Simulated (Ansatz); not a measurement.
Straining BaTe

These are results of DFT PBE, scalar-relativistic, plane waves, PAW (Ansatz 0.2.0), not measurements. Run with 420 eV cutoff, 6×6×4 k-mesh, Gaussian smearing of 0.02 eV, no spin polarisation.

Reference structure (relaxed):

```yaml
crystal:
  lattice:
    - [3.53329, 3.53329, 0.00000]
    - [-3.53329, 3.53329, 0.00000]
    - [0.00000, 0.00000, 7.06658]
  atoms:
    - { symbol: Ba, position: [0.00000, 0.00000, 0.00000] }
    - { symbol: Ba, position: [0.50000, 0.50000, 0.50000] }
    - { symbol: Te, position: [0.50000, 0.50000, 0.00000] }
    - { symbol: Te, position: [0.00000, 0.00000, 0.50000] }
```

Deformation: biaxial strain in the a-b plane, with the length and tilt of c and the atoms relaxed, all within the symmetry that the strain leaves. Energies are extrapolated to zero smearing. Stress is positive in compression, on the Cartesian axes of the cell above. Gaps are Kohn–Sham gaps over the whole zone.

Spin-orbit coupling is left out, which matters for the bands and energies of heavy elements.

Strains computed: -4.5, -3.0, -1.5, +1.5, +3.0, +4.5 %.

Q: At which strain does the energy stand 16.4 meV/atom over the relaxed crystal with σxx = -1.81, σyy = -1.81, σzz = 0.01 GPa?

A: +3.0 %. The gap there is 1.70 eV against 1.66 unstrained.